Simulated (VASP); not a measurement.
# SnTe (Fm-3m) in VASP: notebook, part 2 of 2

VASP 6.6.1. Earlier steps stand in the parts before.

## 5. Relaxation of cell and atoms, PBEsol

INCAR

```
SYSTEM = SnTe
PREC = Accurate ; ENCUT = 600
EDIFF = 1E-7 ; ISMEAR = 0
SIGMA = 0.1 ; LREAL = .FALSE.
LASPH = .TRUE. ; NELM = 60
ALGO = Normal ; ISIF = 3
LWAVE = .FALSE. ; LCHARG = .FALSE.
GGA = PS ; IBRION = 2
NSW = 90 ; EDIFFG = -0.005
```

KPOINTS

```
regular mesh
0
G
  4 4 4
  0 0 0
```

POSCAR

```
SnTe
1.0
    0.0000000000      3.1858130700      3.1858130700
    3.1858130700      0.0000000000      3.1858130700
    3.1858130700      3.1858130700      0.0000000000
Sn Te
1 1
Direct
    0.0000000000      0.0000000000      0.0000000000
    0.5000000000      0.5000000000      0.5000000000
```

Potentials or basis: VASP PAW PBE potentials, release 64 (Sn_d, Te).

Command:

```
cat potpaw_PBE.64/Sn_d/POTCAR potpaw_PBE.64/Te/POTCAR > POTCAR
mpirun -np 1 vasp_std > vasp.out
```

OUTCAR:

```text
SYSTEM = SnTe
   PREC = Accurate
   ENCUT = 600
   EDIFF = 1E-7
   ISMEAR = 0
   LREAL = .FALSE.
   LASPH = .TRUE.
   NELM = 60
   ISIF = 3
   GGA = PS
   IBRION = 2
   NSW = 90
   EDIFFG = -0.005

 ion  position               nearest neighbor table
   1  0.000  0.000  0.000-   2 3.19   2 3.19   2 3.19   2 3.19   2 3.19   2 3.19
   2  0.500  0.500  0.500-   1 3.19   1 3.19   1 3.19   1 3.19   1 3.19   1 3.19

  LATTYP: Found a face centered cubic cell.
 ALAT       =     6.3716261400

  Lattice vectors:

 A1 = (   0.0000000000,   3.1858130700,   3.1858130700)
 A2 = (   3.1858130700,   0.0000000000,   3.1858130700)
 A3 = (   3.1858130700,   3.1858130700,   0.0000000000)

Analysis of symmetry for initial positions (statically):
=====================================================================
 Subroutine PRICEL returns:
 Original cell was already a primitive cell.

 Routine SETGRP: Setting up the symmetry group for a
 face centered cubic supercell.

 Subroutine GETGRP returns: Found 48 space group operations
 (whereof 48 operations were pure point group operations)
 out of a pool of 48 trial point group operations.

The static configuration has the point symmetry O_h .

Analysis of symmetry for dynamics (positions and initial velocities):
=====================================================================
 Subroutine PRICEL returns:
 Original cell was already a primitive cell.

 Routine SETGRP: Setting up the symmetry group for a
 face centered cubic supercell.

 Subroutine GETGRP returns: Found 48 space group operations
 (whereof 48 operations were pure point group operations)
 out of a pool of 48 trial point group operations.

The dynamic configuration has the point symmetry O_h .

 Subroutine INISYM returns: Found 48 space group operations
 (whereof 48 operations are pure point group operations),
 and found     1 'primitive' translations

[... 90 lines left out ...]
   EMIN   =  10.00;   EMAX   =-10.00  energy-range for DOS
   EFERMI =   0.00;   METHOD = LEGACY
   ISMEAR =     0;   SIGMA  =   0.10  broadening in eV -4-tet -1-fermi 0-gaus
   EFERMI_NEDOS =   21; number of points for ismear=-14 and -15
   IALGO  =     38    algorithm
   IMIX   =      4    mixing-type and parameters
     AMIX     =   0.40;   BMIX     =  1.00
     AMIX_MAG =   1.60;   BMIX_MAG =  1.00
  volume/ion in A,a.u.               =      32.33       218.20
  Fermi-wavevector in a.u.,A,eV,Ry     =   1.107103  2.092121 16.676337  1.225676
  Thomas-Fermi vector in A             =   2.243612
   LORBIT       =      0    0 simple, 1 ext, 2 COOP (PROOUT), +10 PAW based schemes
   GGA     = PS    functional components
   LHFCALC =     F    Hartree Fock is set to
   AEXX    =    0.0000 exact exchange contribution
   IVDW    =     0    specifies the selected vdW correction
   LEPSILON=     F    determine dielectric tensor
   LRPA    =     F    only Hartree local field effects (RPA)
 conjugate gradient relaxation of ions
 non-spin polarized calculation
 Gauss-broadening in eV      SIGMA  =   0.10
  energy-cutoff  :      600.00
  volume of cell :       64.67
 maximum number of plane-waves:      2180
   NGX = 17   NGY = 17   NGZ = 17

--------------------------------------- Ionic step        1  -------------------------------------------

 number of electron      20.0000002 magnetization

 Free energy of the ion-electron system (eV)
  ---------------------------------------------------
  ext. energy  EPLUGINS =         0.00000000
  ---------------------------------------------------
  free energy    TOTEN  =        -8.32810318 eV

  energy without entropy =       -8.32136303  energy(sigma->0) =       -8.32473310

------------------------ aborting loop because EDIFF is reached ----------------------------------------

  FORCE on cell =-STRESS in cart. coord.  units (eV):
  Direction    XX          YY          ZZ          XY          YZ          ZX
  --------------------------------------------------------------------------------------
  -------------------------------------------------------------------------------------
  Total       -0.8432724     -0.8432724     -0.8432724     -0.0000000      0.0000000     -0.0000000
  in kB      -20.8923646    -20.8923646    -20.8923646     -0.0000000      0.0000000     -0.0000000
  external PRESSURE =     -20.8923646 kB  Pullay stress =       0.0000000 kB
[... 59 lines left out ...]
--------------------------------------- Ionic step        3  -------------------------------------------

 number of electron      19.9999997 magnetization

 Free energy of the ion-electron system (eV)
  ---------------------------------------------------
  ext. energy  EPLUGINS =         0.00000000
  ---------------------------------------------------
  free energy    TOTEN  =        -8.35122613 eV

  energy without entropy =       -8.34852114  energy(sigma->0) =       -8.34987363

 E-fermi :   7.0652     XC(G=0):  -9.7569

 val. band max:        6.9672581649   @ k =   0.5000   0.0000   0.0000
 cond. band min:       7.1631212187   @ k =   0.5000   0.0000   0.0000
 fundamental gap:      0.1958630537
 Fermi energy:         7.0651764519

 k-point     1 :       0.0000    0.0000    0.0000
  band No.  band energies     occupation
      1     -14.8002      2.00000
      2     -14.8002      2.00000
      3     -14.7903      2.00000
      4     -14.7903      2.00000
      5     -14.7903      2.00000
      6      -5.9437      2.00000
      7       2.3863      2.00000
      8       4.8404      2.00000
      9       4.8404      2.00000
     10       4.8404      2.00000
     11      10.4043      0.00000
     12      10.4043      0.00000
     13      10.4043      0.00000
     14      11.7204      0.00000
[... 146 lines left out ...]
  FREE ENERGIE OF THE ION-ELECTRON SYSTEM (eV)
  ---------------------------------------------------
  free  energy   TOTEN  =        -8.3512261326 eV

  energy  without entropy=       -8.3485211365  energy(sigma->0) =       -8.34987363

 reached required accuracy - stopping structural energy minimisation
```

OSZICAR:

```text
N       E                     dE             d eps       ncg     rms          rms(c)
DAV:   1     0.126088905952E+03    0.12609E+03   -0.10462E+04   224   0.179E+03
DAV:   2     0.225164863090E+01   -0.12384E+03   -0.12138E+03   236   0.367E+02
DAV:   3    -0.806426796404E+01   -0.10316E+02   -0.10147E+02   284   0.957E+01
[... 28 lines left out ...]
DAV:   3    -0.835138033352E+01    0.25734E-02   -0.68747E-03   286   0.130E+00    0.570E-02
DAV:   4    -0.835127137565E+01    0.10896E-03   -0.22979E-04   318   0.148E-01    0.703E-02
DAV:   5    -0.835122763152E+01    0.43744E-04   -0.22516E-05   328   0.438E-02    0.131E-02
DAV:   6    -0.835122621025E+01    0.14213E-05   -0.39039E-06   266   0.333E-02    0.153E-03
DAV:   7    -0.835122613260E+01    0.77648E-07   -0.11066E-07   112   0.325E-03
   3 F= -.83512261E+01 E0= -.83498736E+01  d E =-.231230E-01
```

CONTCAR:

```text
SnTe
   1.00000000000000
    -0.0000000000000000    3.1303644818431944    3.1303644818431944
     3.1303644818431944    0.0000000000000000    3.1303644818431944
     3.1303644818431944    3.1303644818431944   -0.0000000000000000
  Sn              Te
     1     1
Direct
     0.0000000000000000    0.0000000000000000    0.0000000000000000
     0.5000000000000000    0.5000000000000000    0.5000000000000000

  0.00000000E+00  0.00000000E+00  0.00000000E+00
  0.00000000E+00  0.00000000E+00  0.00000000E+00
```

Wall time 13 s (1 thread of Intel Xeon 6975P-C (Granite Rapids), shared host); peak memory 0.2 GiB.

Results:

```yaml
Free_energy: -8.3512 eV
Relaxed_volume: 30.68 Å³/atom
Relaxed_cell: a = 4.427 Å, b = 4.427 Å, c = 4.427 Å, α = 60.00°, β = 60.00°, γ = 60.00°
Space_group_after_relaxing_to_0.05_Å: Fm-3m (No. 225)
Energy_gained_by_relaxing: 11.6 meV/atom
Ionic_steps: 3
Pressure_after_relaxing: 0.0 GPa
Band_gap_on_the_k_mesh: 0.20 eV, direct
```

The path:
| step | energy change (eV) | largest force (eV/Å) | pressure (GPa) | volume (Å³) |
| --- | --- | --- | --- | --- |
| 1 | 0.0000 | 0.0000 | -2.09 | 64.67 |
| 2 | -0.0224 | 0.0000 | 0.44 | 60.80 |
| 3 | -0.0231 | 0.0000 | 0.01 | 61.35 |

Final structure:
```xyz
2
Lattice="0.0000 3.1304 3.1304 3.1304 0.0000 3.1304 3.1304 3.1304 0.0000" Properties=species:S:1:pos:R:3 pbc="T T T"
Sn    0.0000    0.0000    0.0000
Te    3.1304    3.1304    3.1304
```

Levels at points of the mesh, in eV from the valence-band top:
| k point | band 6 | band 7 | band 8 | band 9 | band 10 | band 11 | band 12 | band 13 | band 14 |
| --- | --- | --- | --- | --- | --- | --- | --- | --- | --- |
| (0.00, 0.00, 0.00) | -12.91 | -4.58 | -2.13 | -2.13 | -2.13 | 3.44 | 3.44 | 3.44 | 4.75 |
| (0.50, 0.00, 0.00) | -11.58 | -8.40 | -1.78 | -1.78 | 0.00 | 0.20 | 0.38 | 0.38 | 7.80 |
| (0.50, 0.50, 0.00) | -11.26 | -6.45 | -5.68 | -3.78 | -3.78 | 2.09 | 5.07 | 5.07 | 6.57 |

Caveat: the k mesh is coarse (spacing up to 0.43 Å⁻¹), so the values aren't converged; the PAW data sets were made with another functional, which shifts forces and pressure a little; spin-orbit coupling is left out, which moves the levels of the heavy elements. A k mesh can miss the band edges.

## 6. The runs side by side

| level | k mesh | cutoff (eV) | mesh quality | gap on the mesh (eV) | pressure (GPa) | relaxed volume (Å³/atom) |
| --- | --- | --- | --- | --- | --- | --- |
| PBE | 12 × 12 × 12 | 600 | not flagged | 0.05 | 0.0 | 32.91 |
| PBE+D3(BJ) | 12 × 12 × 12 | 600 | not flagged | 0.08 | 0.0 | 31.39 |
| PBEsol | 12 × 12 × 12 | 300 | not flagged | 0.17 | 0.0 | 30.94 |
| PBEsol | 4 × 4 × 4 | 600 | coarse | 0.20 | 0.0 | 30.68 |

Alike in all rows: task relaxation of cell and atoms; potentials or basis VASP PAW PBE potentials, release 64 (Sn_d, Te); no spin polarisation; cell relaxed; smearing gaussian 0.1 eV.

Caveats: some runs use coarse meshes; spin-orbit coupling is left out, which moves the levels of the heavy elements; the PAW data sets were made with another functional, which shifts forces and pressure a little (some runs).

Absolute energies hang on the potentials; compare differences alone.
